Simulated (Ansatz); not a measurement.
**NiSi₂: energy along a strain**

NiSi₂, Fm-3m, a = 5.391 Å. Ansatz: PBEsol, PAW, 420 eV, Γ-centred 16×16×16 mesh on 3 atoms, Gaussian smearing 0.15 eV; no spin polarisation. Cell vectors (Å): 0.000 2.696 2.696; 2.696 0.000 2.696; 2.696 2.696 0.000. The cell is strained by x per cent times the pattern (1 -1 0 0 0 0) in the order xx yy zz yz xz xy (engineering shears), with fractional coordinates held. y is the free energy over the start, V0 = 13.059 Å³/atom. Symmetry makes y even in x.

```
x (%) y (meV/atom)
-2.00          1.80
-1.00          0.44
 0.00          0.00
 0.25             ?
 0.50          0.11
 0.75          0.25
 1.25          0.69
 1.50          1.00
 1.75          1.37
```

**Question.** Fit y = c2 x² + c4 x⁴ to the other rows, get the stiffness along the pattern, and predict the missing energy.

**Answer.** Least squares on the rows shown. y = 0.4375 x² + 0.003123 x⁴. The clamped-ion stiffness p·C·p = 2 × 4.375 eV × 160.2 / 13.059 Å³ = 107 GPa. At x = 0.25 the fit asked for gives 0.03 meV/atom. The run gave 0.03 meV/atom, the same to the digits shown.

Cost: 9 runs of about 3.1 core-minutes in all, on Intel Xeon Platinum 8259CL (Skylake/Cascade Lake) (shared hosts).

The energy rises almost purely quadratically, with the quartic term only a small correction even at the largest strain, so the cubic structure sits in a well-defined minimum against this shear. The fitted 107 GPa is twice the difference C11 − C12, not the tetragonal shear constant itself, and doesn't fix C11 or C12 separately.

The geometry of the fluorite structure explains what resists the deformation. The Ni–Si bonds lie along the cube's body diagonals, and stretching one cube axis while compressing another leaves their lengths unchanged to first order. The restoring force therefore probably comes from bond-angle changes and from Si–Si and Ni–Ni interactions, rather than from direct Ni–Si bond stretching. Holding the fractional coordinates costs nothing in the harmonic stiffness here, because symmetry forbids a linear coupling between this strain and the internal displacements; a shear of the cube angles would lack that protection. The agreement at the missing point supports the curvature but hardly tests the quartic term, which is negligible at so small a strain.
